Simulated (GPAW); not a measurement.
# MoS2 (P6_3/mmc) in GPAW: settings compared, part 3 of 4

GPAW 26.7.0.

### Step 4. Hybrid scf, r2SCAN-EpsX

Input file run.py:

```python
import numpy as np
from ase.dft.bandgap import bandgap
from ase.io import write
from ase.spacegroup import crystal
from gpaw import GPAW, PW
from gpaw.xc import parametrizedxc

class ScaledMGGA(parametrizedxc.ParametrizedKernel):
    """Weighted sum of Libxc meta-GGA parts, named like '0.75_MGGA_X_..+1.0_MGGA_C_..'."""
    def __init__(self, name):
        super().__init__(name)
        self.type = 'MGGA'

    def calculate(self, e_g, n_sg, dedn_sg, sigma_xg, dedsigma_xg, tau_sg, dedtau_sg):
        e_g[:] = dedsigma_xg[:] = dedtau_sg[:] = 0.0
        for kernel, c in zip(self.kernels, self.coefs):
            e, v, s, t = [np.zeros_like(x) for x in [e_g, dedn_sg, dedsigma_xg, dedtau_sg]]
            kernel.calculate(e, n_sg, v, sigma_xg, s, tau_sg, t)
            e_g += c * e
            dedn_sg += c * v
            dedsigma_xg += c * s
            dedtau_sg += c * t

parametrizedxc.ParametrizedKernel = ScaledMGGA

# Mo 2c
# S 4f
atoms = crystal(['Mo', 'S'],
                basis=[[0.6666666667, 0.3333333333, 0.75],
                       [0.6666666667, 0.3333333333, 0.377]],
                spacegroup=194, setting=1,  # P6_3/mmc
                cellpar=[3.169, 3.169, 12.324, 90.0, 90.0, 120.0],
                primitive_cell=True)

calc = GPAW(mode=PW(500),
            xc={'name': '0.909_MGGA_X_R2SCAN+1.0_MGGA_C_R2SCAN', 'fraction': 0.091, 'omega': 0.0, 'backend': 'pw'},
            kpts={'size': (3, 3, 1), 'gamma': True},
            occupations={'name': 'fermi-dirac', 'width': 0.001},
            nbands=46,
            convergence={'density': 0.0001},
            maxiter=40,
            txt='gpaw.txt')
atoms.calc = calc
energy = atoms.get_potential_energy()
calc.write('gs.gpw')
write('result.traj', atoms)
print(f'Energy: {energy:.6f} eV')
print('Fermi level:', round(calc.get_fermi_level(), 4), 'eV')
print(f'Gap: {bandgap(calc)[0]:.4f} eV, direct: {bandgap(calc, direct=True)[0]:.4f} eV')
```

Potentials or basis: GPAW PAW data sets (gpaw-data 1.2.1), pw.

Launch:

```sh
$ OMP_NUM_THREADS=1 python run.py
```

gpaw.txt:

```text
__  _  _
 | _ |_)|_||  |
 |__||  | ||/\| - 26.7.0

Input parameters:
  mode=PW(ecut=500.0),
  convergence={'density': 0.0001},
  kpts=MonkhorstPack(size=(3, 3, 1), gamma=True),
  maxiter=40,
  nbands=46,
  occupations=Occupations(name='fermi-dirac', width=0.001),
  xc=XC(name='0.909_MGGA_X_R2SCAN+1.0_MGGA_C_R2SCAN', fraction=0.091, omega=0.0, backend='pw')

Diagonalizing LCAO Hamiltonian
Converting LCAO to pw mode

        S

           Mo
        S

           S
        Mo

           S

Atoms  # Å, Bohr magnetons
|   | symbol |         x |        y |         z |    initial magnetic moments |
|---|--------|-----------|----------|-----------|-----------------------------|
| 0 |     Mo |  1.584500 | 0.914812 |  9.243000 | ( 0.0000,  0.0000,  0.0000) |
| 1 |     Mo | -0.000000 | 1.829623 |  3.081000 | ( 0.0000,  0.0000,  0.0000) |
| 2 |      S |  1.584500 | 0.914812 |  4.646148 | ( 0.0000,  0.0000,  0.0000) |
| 3 |      S | -0.000000 | 1.829623 | 10.808148 | ( 0.0000,  0.0000,  0.0000) |
| 4 |      S | -0.000000 | 1.829623 |  7.677852 | ( 0.0000,  0.0000,  0.0000) |
| 5 |      S |  1.584500 | 0.914812 |  1.515852 | ( 0.0000,  0.0000,  0.0000) |

Unit cell  # Å
| periodic |         x |        y |         z |   lengths |     angles |
|----------|-----------|----------|-----------|-----------|------------|
|      yes |  3.169000 | 0.000000 |  0.000000 |  3.169000 |  90.000000 |
|      yes | -1.584500 | 2.744435 |  0.000000 |  3.169000 |  90.000000 |
|      yes |  0.000000 | 0.000000 | 12.324000 | 12.324000 | 120.000000 |

Number of symmetries: 12
Symmetry operations  # r_c * U_cc + t_c -> r_c
|    | kind |            matrix            |
|----|------|------------------------------|
|  0 |  σ   |  1, 1, 0,  0,-1, 0,  0, 0, 1 |
|  1 |  S6  |  1, 1, 0, -1, 0, 0,  0, 0,-1 |
|  2 |  E   |  1, 0, 0,  0, 1, 0,  0, 0, 1 |
|  3 |  C2  |  1, 0, 0, -1,-1, 0,  0, 0,-1 |
|  4 |  C2  |  0, 1, 0,  1, 0, 0,  0, 0,-1 |
|  5 |  C3  |  0, 1, 0, -1,-1, 0,  0, 0, 1 |
|  6 |  S6  |  0,-1, 0,  1, 1, 0,  0, 0,-1 |
|  7 |  σ   |  0,-1, 0, -1, 0, 0,  0, 0, 1 |
|  8 |  σ   | -1, 0, 0,  1, 1, 0,  0, 0, 1 |
|  9 |  i   | -1, 0, 0,  0,-1, 0,  0, 0,-1 |
| 10 |  C3  | -1,-1, 0,  1, 0, 0,  0, 0, 1 |
| 11 |  C2  | -1,-1, 0,  0, 1, 0,  0, 0,-1 |

BZ-sampling:
  Number of BZ points: 9
  Number of IBZ points: 3

  Monkhorst-Pack size: [3, 3, 1]
  Monkhorst-Pack shift: [0, 0, 0]

K-points  # in reciprocal-cell coordinates
|   |                                coordinates |     weight |
|---|--------------------------------------------|------------|
| 0 | (  0.00000000,   0.00000000,   0.00000000) | 0.11111111 |
| 1 | (  0.33333333,   0.00000000,   0.00000000) | 0.66666667 |
| 2 | (  0.33333333,   0.33333333,   0.00000000) | 0.22222222 |

Plane wave coefficients: 2739
Cutoff: 500.0 eV

Spin-components: 1 (collinear spins)
Bands:           46
Projectors:      32
Spin-degeneracy: 2
Datatype:        complex128

Parallelization:
  kpt:    1
  domain: 1
  band:   1

Density:
  Valence electrons: 52.0
  Components: 1
  Grid points: [18 18 64]
  Charge: 0.0  # |e|

Potential:
  Grid points: [18 18 64]

species:
  Mo:
    name:    Molybdenum
    Z:       42.0
    valence: 14
    core:    28
    charge:  0.0  # [|e|]
    compensation charges:
      type: gauss
      rc: 0.38  # [Å]
      lmax: 2
    cutoffs:
      filter: 2.16  # [Å]
      core: 1.42  # [Å]
    projectors
    | kind |    occ | energy [eV] | rcut [Å] |
    |------|--------|-------------|----------|
    |   4s |  2.000 |     -64.307 |    1.238 |
    |   5s |  1.000 |      -4.084 |    1.238 |
    |   4p |  6.000 |     -38.491 |    1.296 |
    |   5p |  0.000 |      -1.044 |    1.296 |
    |   4d |  5.000 |      -3.754 |    1.296 |
    |    d |        |      23.458 |    1.296 |

    Using partial waves for Mo as LCAO basis

  S:
    name:    Sulfur
    Z:       16.0
    valence: 6
    core:    10
    charge:  0.0  # [|e|]
    compensation charges:
      type: gauss
      rc: 0.24  # [Å]
      lmax: 2
    cutoffs:
      filter: 1.77  # [Å]
      core: 1.66  # [Å]
    projectors
    | kind |    occ | energy [eV] | rcut [Å] |
    |------|--------|-------------|----------|
    |   3s |  2.000 |     -17.254 |    0.974 |
    |   3p |  4.000 |      -7.008 |    0.979 |
    |    s |        |       9.957 |    0.974 |
    |    p |        |      20.203 |    0.979 |
    |    d |        |       0.000 |    0.900 |

    Using partial waves for S as LCAO basis

Reference energy: -263698.624853  # eV

eigensolver:
  PPCG
  Converge bands: occupied
  niter=2

density mixing:
  MSR1-Mixer
  Pratt-step length: 0.05
  Maximum mixing coefficient: 0.75
  Old densities: 10
  SVD Regularization: 0.005
  Good broyden scale: 1.0
  Trust region scale: 1.0
  Backstep threshold: 4.0
  History deletion threshold: 6.0
  Fourier metric: weight=20.0, sigma=0.015

occupation numbers:
  Fermi-Dirac:
    width: 0.0010  # eV

poisson solver:
  ecut: 4000.0  # eV

xc functional:
  name: 0.909_MGGA_X_R2SCAN+1.0_MGGA_C_R2SCAN with 2 nearest neighbor stencil

convergence criteria:
- Maximum integral of absolute [dens]ity change: 0.0001 electrons / valence electron
- Maximum [total energy] change in last 3 cyles: 0.0005 eV / valence electron
- Maximum integral of absolute [eigenst]ate change: 4e-08 eV^2 / valence electron
maximum number of iterations: 40

IBZ(<points: 3, symmetries: 12>)
Occupied bands: 26
SCF iterations
|iter     | |      energy | eigst |  dens |
|---------|-|-------------|-------|-------|
|iter:   1| | -897.811396 | +0.46 |       |
|iter:   2| |  -84.150311 | -0.79 | -0.97 |
|iter:   3| |  -95.094152 | +0.02 | -1.02 |
|iter:   4| |  -80.644760 | -0.52 | -0.71 |
|iter:   5| |  -82.015865 | -1.53 | -1.64 |
|iter:   6| |  -81.830318 | -2.47 | -1.58 |
|iter:   7| |  -81.826151 | -2.75 | -1.89 |
|iter:   8| |  -81.821911c| -3.44 | -2.17 |
|iter:   9| |  -81.818973c| -3.72 | -2.43 |
|iter:  10| |  -81.819127c| -4.71 | -2.89 |
|iter:  11| |  -81.818693c| -4.98 | -2.94 |
|iter:  12| |  -81.818758c| -5.86 | -3.89 |
|iter:  13| |  -81.818756c| -7.26 | -3.88 |
|iter:  14| |  -81.818754c| -7.24 | -4.04c|
|iter:  15| |  -81.818754c| -8.02c| -4.81c|

Converged in 15 steps
Energy contributions relative to reference atoms: (reference = -263698.624853)

Energy contributions:
  Kinetic:         -36.084944
  Coulomb:          22.787292
  Zero:             -0.911659
  External:          0.000000
  Xc:              783.643683
  Entropy:          -0.000000
  Spinorbit:         0.000000
  Hybrid_Xc_Cc:      -779.148069
  Hybrid_Xc_Vc:       -17.432418
  Hybrid_Xc_Vv:       -54.672638
  ----------------------------
  Free energy:     -81.818754
  Extrapolated:    -81.818754

dipole moment: (0.000001, 0.000002, 0.000007)  # |e|*Ang

Fermi level: 8.306
Eigenvalues  # (at kpt = [0.000, 0.000, 0.000])
| band index |      eig [eV] | occ [0-2] |
|------------|---------------|-----------|
|          0 |       -56.919 |     2.000 |
|        ... |               |           |
|         18 |         4.321 |     2.000 |
|         19 |         5.455 |     2.000 |
|         20 |         5.455 |     2.000 |
|         21 |         5.508 |     2.000 |
|         22 |         5.508 |     2.000 |
|         23 |         6.431 |     2.000 |
|         24 |         6.651 |     2.000 |
|         25 |         7.846 |     2.000 |
|         26 |        10.575 |     0.000 |
|         27 |        10.575 |     0.000 |
|         28 |        10.606 |     0.000 |
|         29 |        10.606 |     0.000 |
|         30 |        10.730 |     0.000 |
|         31 |        10.730 |     0.000 |
|         32 |        10.917 |     0.000 |
|         33 |        10.917 |     0.000 |
|        ... |               |           |
|         45 |        21.476 |     0.000 |

Gap: 1.598 eV
Transition (v -> c):
  (s=0, k=0, n=25, [0.00, 0.00, 0.00]) -> (s=0, k=2, n=26, [0.33, 0.33, 0.00])
Direct/indirect transitions are different
Direct gap: 2.212 eV
Transition at: (s=0, k=2, n=25, [0.33, 0.33, 0.00])
# Writing to gs.gpw (mode='')
```

Run time: 44 min. Hardware: 1 thread of Arm Neoverse V1, shared host; peak memory 0.43 GiB.

These settings aren't checked as converged: the numbers below hold their error.

What came out:

```
Free energy            : -81.8188 eV
Band gap on the k mesh : 1.60 eV, indirect (least direct gap 2.21 eV)
```

Caveat: the k mesh is coarse (spacing up to 0.76 Å⁻¹), so the values aren't converged, least of all with exact exchange; exact exchange converges slowly with the k mesh, and this mesh is small; the scaled meta-GGA exchange is a class typed in the script; an odd mesh through Γ misses points on the zone boundary, where band edges often lie.

(Part 3 of 4 ends here.)
